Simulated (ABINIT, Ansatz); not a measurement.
# RbCl (Fm-3m): G0W0 with ABINIT, start to end

How does a plane-wave GW calculation on RbCl (Fm-3m) run from the first input to the gap?

Method: PBE and many-body steps on it, plane waves, in ABINIT 10.8.3.

Report form: the programs' logs are mostly left out.

### 1. Set-up

The structure is cubic, space group Fm-3m (No. 225). Conventional cell: a = 6.579 Å, b = 6.579 Å, c = 6.579 Å, α = 90.00°, β = 90.00°, γ = 90.00°. Nearest to Rb lie 6 Cl at 3.29 Å. Cl has 6 Rb at 3.29 Å nearest. Farther neighbours and most contacts between anions are not listed.

The cell and positions come from the Crystallography Open Database and are kept as given unless a step says otherwise.

### 2. Ground state

This step: ABINIT 10.8.3; DFT, PBE, plane waves, norm-conserving pseudopotentials.

The ground-state density comes first.

The input, run.abi:

```
acell 3*1.0 Angstrom
rprim 
  0.000000000000 3.289500000000 3.289500000000
  3.289500000000 0.000000000000 3.289500000000
  3.289500000000 3.289500000000 -0.000000000000
ntypat 2
znucl 37 17
natom 2
typat 1 2
xred 
  0.000000000000 0.000000000000 0.000000000000
  0.500000000000 0.500000000000 0.500000000000
pp_dirpath "pseudos"
pseudos "Rb.upf, Cl.upf"
ecut 25
ngkpt 6 6 6
nshiftk 1
shiftk 0 0 0
kptopt 1
chksymbreak 0
nband 13
occopt 1
tolvrs 1e-10
nstep 60
prtwf 0
optforces 0
optstress 0
indata_prefix "in"
outdata_prefix "out"
tmpdata_prefix "tmp"
```

The run is started by

```console
> OMP_NUM_THREADS=1 mpirun -n 4 abinit run.abi > log
```

Elapsed: 6.1 s, on 4 MPI ranks of Intel Xeon Platinum 8488C (Sapphire Rapids), shared host; peak memory 0.32 GiB.

This step gave:

- total energy: -1186.9084 eV
- gap: 5.003 eV
- k of the valence top: 0, 0, 0
- k of the conduction bottom: 0, 0, 0
- least direct gap: 5.003 eV

The gap is direct, at Γ.

### 3. Bands along the symmetry lines

The cheap functional maps the bands first; the places of the edges decide which points the dearer methods must see.

The input, run.abi:

```
acell 3*1.0 Angstrom
rprim 
  0.000000000000 3.289500000000 3.289500000000
  3.289500000000 0.000000000000 3.289500000000
  3.289500000000 3.289500000000 -0.000000000000
ntypat 2
znucl 37 17
natom 2
typat 1 2
xred 
  0.000000000000 0.000000000000 0.000000000000
  0.500000000000 0.500000000000 0.500000000000
pp_dirpath "pseudos"
pseudos "Rb.upf, Cl.upf"
ecut 25
iscf -2
irdden 1
kptopt 0
nkpt 50
kpt 
  0.00000000 0.00000000 0.00000000
  0.06250000 0.00000000 0.06250000
  0.12500000 0.00000000 0.12500000
  0.18750000 0.00000000 0.18750000
  0.25000000 0.00000000 0.25000000
  0.31250000 0.00000000 0.31250000
  0.37500000 0.00000000 0.37500000
  0.43750000 0.00000000 0.43750000
  0.50000000 0.00000000 0.50000000
  0.51562500 0.03125000 0.51562500
  0.53125000 0.06250000 0.53125000
  0.54687500 0.09375000 0.54687500
  0.56250000 0.12500000 0.56250000
  0.57812500 0.15625000 0.57812500
  0.59375000 0.18750000 0.59375000
  0.60937500 0.21875000 0.60937500
  0.62500000 0.25000000 0.62500000
  0.37500000 0.37500000 0.75000000
  0.32812500 0.32812500 0.65625000
  0.28125000 0.28125000 0.56250000
  0.23437500 0.23437500 0.46875000
  0.18750000 0.18750000 0.37500000
  0.14062500 0.14062500 0.28125000
  0.09375000 0.09375000 0.18750000
  0.04687500 0.04687500 0.09375000
  0.00000000 0.00000000 0.00000000
  0.06250000 0.06250000 0.06250000
  0.12500000 0.12500000 0.12500000
  0.18750000 0.18750000 0.18750000
  0.25000000 0.25000000 0.25000000
  0.31250000 0.31250000 0.31250000
  0.37500000 0.37500000 0.37500000
  0.43750000 0.43750000 0.43750000
  0.50000000 0.50000000 0.50000000
  0.50000000 0.46875000 0.53125000
  0.50000000 0.43750000 0.56250000
  0.50000000 0.40625000 0.59375000
  0.50000000 0.37500000 0.62500000
  0.50000000 0.34375000 0.65625000
  0.50000000 0.31250000 0.68750000
  0.50000000 0.28125000 0.71875000
  0.50000000 0.25000000 0.75000000
  0.50000000 0.21875000 0.71875000
  0.50000000 0.18750000 0.68750000
  0.50000000 0.15625000 0.65625000
  0.50000000 0.12500000 0.62500000
  0.50000000 0.09375000 0.59375000
  0.50000000 0.06250000 0.56250000
  0.50000000 0.03125000 0.53125000
  0.50000000 0.00000000 0.50000000
istwfk *1
nband 15
nbdbuf 2
tolwfr 1e-08
nstep 40
prtwf 0
prtvol 0
indata_prefix "in"
outdata_prefix "out"
tmpdata_prefix "tmp"
```

Wall time 10 s (4 MPI ranks); peak memory 0.31 GiB.

This step gave:

| Property | Result |
| --- | --- |
| gap | 5.003 eV |
| k of the valence top | 0, 0, 0 |
| k of the conduction bottom | 0, 0, 0 |
| least direct gap | 5.003 eV |

The gap is 5.003 eV, as in the run before at this level.

Electronic bands along the path, in eV, zero at the top of the highest filled band; v1 is the highest filled band, c1 the lowest empty one:

| point | v4 | v3 | v2 | v1 | c1 | c2 | c3 | c4 |
| --- | --- | --- | --- | --- | --- | --- | --- | --- |
| Γ | -7.97 | 0.00 | 0.00 | 0.00 | 5.00 | 7.99 | 7.99 | 7.99 |
| halfway | -7.99 | -0.53 | -0.07 | -0.07 | 6.37 | 6.89 | 9.43 | 9.50 |
| X | -8.07 | -0.32 | -0.10 | -0.10 | 6.21 | 8.07 | 9.72 | 10.04 |
| halfway | -8.06 | -0.31 | -0.19 | -0.14 | 6.41 | 8.33 | 9.36 | 10.20 |
| U | -8.03 | -0.40 | -0.28 | -0.22 | 6.95 | 8.71 | 9.06 | 9.75 |
| jump to K | -8.03 | -0.40 | -0.28 | -0.22 | 6.95 | 8.71 | 9.06 | 9.75 |
| halfway | -7.95 | -0.59 | -0.27 | -0.11 | 6.66 | 7.61 | 8.82 | 9.51 |
| Γ | -7.97 | 0.00 | 0.00 | 0.00 | 5.00 | 7.99 | 7.99 | 7.99 |
| halfway | -7.96 | -0.48 | -0.18 | -0.18 | 6.27 | 7.77 | 8.74 | 8.74 |
| L | -7.95 | -0.86 | -0.34 | -0.34 | 7.75 | 7.98 | 10.16 | 10.16 |
| halfway | -7.96 | -0.65 | -0.29 | -0.29 | 7.73 | 7.86 | 9.74 | 9.90 |
| W | -7.96 | -0.44 | -0.24 | -0.24 | 7.67 | 7.67 | 9.34 | 9.37 |
| halfway | -8.02 | -0.30 | -0.27 | -0.15 | 6.61 | 8.53 | 8.99 | 10.05 |
| X | -8.07 | -0.32 | -0.10 | -0.10 | 6.21 | 8.07 | 9.72 | 10.04 |

### 4. Empty states on the mesh, 4×4×4 mesh, 1309 bands

The sums over transitions need many empty states on a uniform mesh; this step solves for them.

The input, run.abi:

```
acell 3*1.0 Angstrom
rprim 
  0.000000000000 3.289500000000 3.289500000000
  3.289500000000 0.000000000000 3.289500000000
  3.289500000000 3.289500000000 -0.000000000000
ntypat 2
znucl 37 17
natom 2
typat 1 2
xred 
  0.000000000000 0.000000000000 0.000000000000
  0.500000000000 0.500000000000 0.500000000000
pp_dirpath "pseudos"
pseudos "Rb.upf, Cl.upf"
ecut 25
ngkpt 4 4 4
nshiftk 1
shiftk 0 0 0
kptopt 1
chksymbreak 0
irdden 1
istwfk *1
nband 1309
prtvol 0
optdriver 6
gwr_task "HDIAGO"
paral_kgb 0
occopt 1
indata_prefix "in"
outdata_prefix "out"
tmpdata_prefix "tmp"
```

Run time: 35 s. Hardware: 4 MPI ranks; peak memory 2.2 GiB.

Numbers from this step:

```
gap                                                           : 5.003 eV
k of the valence top                                          : 0, 0, 0
k of the conduction bottom                                    : 0, 0, 0
least direct gap                                              : 5.003 eV
k points computed                                             : 8
lowest point of the top converged band, above the valence top : 393.1844 eV
```

On this mesh the gap is 5.003 eV.

### 5. Screening, 4×4×4 mesh, 1301 bands, screening to 435.4 eV

The RPA dielectric matrix is built and inverted for each q.

This step: RPA screening on PBE, plane waves, norm-conserving pseudopotentials.

run.abi: that of step 4 with these lines changed.

```diff
@@ -20,10 +20,11 @@
 chksymbreak 0
-irdden 1
 istwfk *1
-nband 1309
-prtvol 0
-optdriver 6
-gwr_task "HDIAGO"
-paral_kgb 0
 occopt 1
+irdwfk 1
+optdriver 3
+nband 1301
+ecuteps 16
+inclvkb 2
+awtr 1
+symchi 1
 indata_prefix "in"
```

Run time: 38 min. Hardware: 4 MPI ranks; peak memory 9.6 GiB; 2.6 h of CPU time.

This step gave:

- ε∞ with local fields, on this mesh, along the program's q direction: 2.189
- the same without local fields: 2.601
- plasma frequency: 17.60 eV
- plane waves in the screening matrix: 1459

Local fields lower ε∞ by 16 %.

### 6. Self-energy, 4×4×4 mesh, 1301 bands, screening to 435.4 eV

The self-energy is evaluated for the states that the input lists, and the levels follow from it, in one-shot runs by the linearised quasiparticle equation.

This step: G0W0 on PBE, plane waves, norm-conserving pseudopotentials.

run.abi: that of step 5 with these lines changed.

```diff
@@ -23,8 +23,15 @@
 irdwfk 1
-optdriver 3
+optdriver 4
 nband 1301
+gwcalctyp 0
+ecutsigx 25
+symsigma 1
+nkptgw 1
+kptgw 
+  0.0000000000 0.0000000000 0.0000000000
+bdgw 
+  6 12
 ecuteps 16
-inclvkb 2
-awtr 1
-symchi 1
+irdscr 1
+ppmodel 1
 indata_prefix "in"
```

Run time: 25 min. Hardware: 4 MPI ranks; peak memory 12 GiB; 1.7 h of CPU time.

Numbers from this step:

- G0W0 gap on the points computed: 7.975 eV
- starting gap on the mesh: 5.003 eV
- k of the valence top: 0, 0, 0
- k of the conduction bottom: 0, 0, 0
- Z at the valence top: 0.804
- Z at the conduction bottom: 0.874
- least direct G0W0 gap on the computed points: 7.975 eV

The gap on the mesh goes from 5.00 eV to 7.97 eV, a correction of +2.97 eV.

Limits: finite bands, cutoff and mesh; no spin-orbit coupling. v1 is the top filled band, c1 the lowest empty one. The levels before and after the correction (eV, zero at the valence-band top of each column):

|  | conduction bottom | valence top |
| --- | --- | --- |
| Kohn-Sham | 5.00 | 0.00 |
| G0W0 | 7.97 | 0.00 |

|  | level | energy (eV) |
| --- | --- | --- |
| Kohn-Sham | Γ v3-v1 | 0.000 |
| Kohn-Sham | Γ c1 | 5.003 |
| Kohn-Sham | Γ c2-c4 | 7.987 |
| G0W0 | Γ v3-v1 | 0.000 |
| G0W0 | Γ c1 | 7.975 |
| G0W0 | Γ c2-c4 | 11.537 |

### 7. Where the time went

Times are wall times on 4 MPI ranks of Intel Xeon Platinum 8488C (Sapphire Rapids), shared host, good to a factor of about two.

| step | time | share | memory (GiB) |
| --- | --- | --- | --- |
| ground state | 6.1 s | 0 % | 0.32 |
| bands along the symmetry lines | 10 s | 0 % | 0.31 |
| empty states on the mesh | 35 s | 1 % | 2.2 |
| screening | 38 min | 60 % | 9.6 |
| self-energy | 25 min | 39 % | 12 |

### 8. What came out

```yaml
pbe_gap: 5.00 eV, direct
g0w0_gap_on_the_mesh: 7.97 eV
gw_settings: 4×4×4 mesh, 1301 bands, screening to 435.4 eV, Godby-Needs plasmon pole
known_limits: not at the basis limit; no spin-orbit coupling
```

**Reading.** G0W0 moves the gap on the mesh from 5.00 eV to 7.97 eV (+2.97 eV), with Z of 0.80 and 0.87 at the edges. Local fields lower the RPA ε∞ on this mesh from 2.60 to 2.19. Only 1 of the mesh's irreducible points was corrected, so a valley elsewhere could overtake. The dearest step here is «screening». Bands and cutoff are finite, so the gap is not at the basis limit. The miss can reach some tenths of an eV and take either sign; the mesh is an error of its own. In the G0W0 run levels were corrected at 1 k point alone, so a gap called «on the mesh» is the least over those, and an edge elsewhere would be missed. The many-body steps are scalar-relativistic: spin-orbit coupling is not in them.

[Paths, hosts, dates, memory and timing lines, banners, echoed tables and standing remarks are left out of the program output.]

[Logs are printed without paths, hosts, clocks, repeated set-up lines and the standing remarks that a program may print on its own settings, such as how far it seeks lower states.]

[Runs of the session that timed out or met a known fault of the program may be left out.]

[Hosts, paths, dates, database ids (printed as entryN), source tags and the programs' standing remarks are cut or masked in the printed files.]

[G0W0 gaps are taken among the corrected bands and points alone; a level outside them can change the order at an edge.]

[Where Ansatz stands beside ABINIT at settings called matched, ABINIT's density can come from a denser mesh and the files from another edition; pairs whose starting gaps differed by over 0.03 eV were left out, so agreement reads better than it is.]
